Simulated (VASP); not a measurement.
Wanted: the native input for a VASP 6.6.1 run.

```
Task                   : electric field gradients
Functional             : PBE
Potentials or basis    : VASP PAW PBE potentials, release 64 (Sn_d, Se)
Cutoff                 : 520 eV
k mesh                 : 12 × 12 × 12
Occupations            : fermi-dirac, width 0.05 eV
Spin                   : no spin polarisation
Dipole correction      : no
Further INCAR settings : ALGO = Fast; EDIFF = 1e-08; NBANDS = 17
```

The structure of SnSe lies in POSCAR:

```
SnSe
1.0
    0.0000000000      3.3889240702      3.3889240702
    3.3889240702      0.0000000000      3.3889240702
    3.3889240702      3.3889240702      0.0000000000
Sn Se
1 1
Direct
    0.0000000000      0.0000000000      0.0000000000
    0.2500000000      0.2500000000      0.2500000000
```

Measurements of this composition are mostly on another form, of space group No. 62.

These files were run (other wordings do the same):

INCAR

```
SYSTEM = SnSe
  ALGO = Fast
  EDIFF = 1E-8
  ENCUT = 520
  GGA = PE
  ISIF = 2
  ISMEAR = -1
  LASPH = .True.
  LCHARG = .False.
  LEFG = .True.
  LREAL = .False.
  LWAVE = .False.
  NBANDS = 17
  NELM = 100
  PREC = Accurate
  SIGMA = 0.05
```

KPOINTS

```
k-points
0
Gamma
  12 12 12
  0 0 0
```

Potentials or basis: VASP PAW PBE potentials, release 64 (Sn_d, Se).

Launch:

```sh
$ cat potpaw_PBE.64/Sn_d/POTCAR potpaw_PBE.64/Se/POTCAR > POTCAR
$ mpirun -np 1 vasp_std > vasp.out
```

It gave:

```
Pressure               : 0.0 GPa
Band gap on the k mesh : 0.05 eV, indirect (least direct gap 0.68 eV)
```

Caveat: spin-orbit coupling is left out, which moves the levels of the heavy elements.

It took 98 s on 1 thread of AMD EPYC 7R13 Processor (Zen 3), with other jobs on the host, peak memory 0.23 GiB.
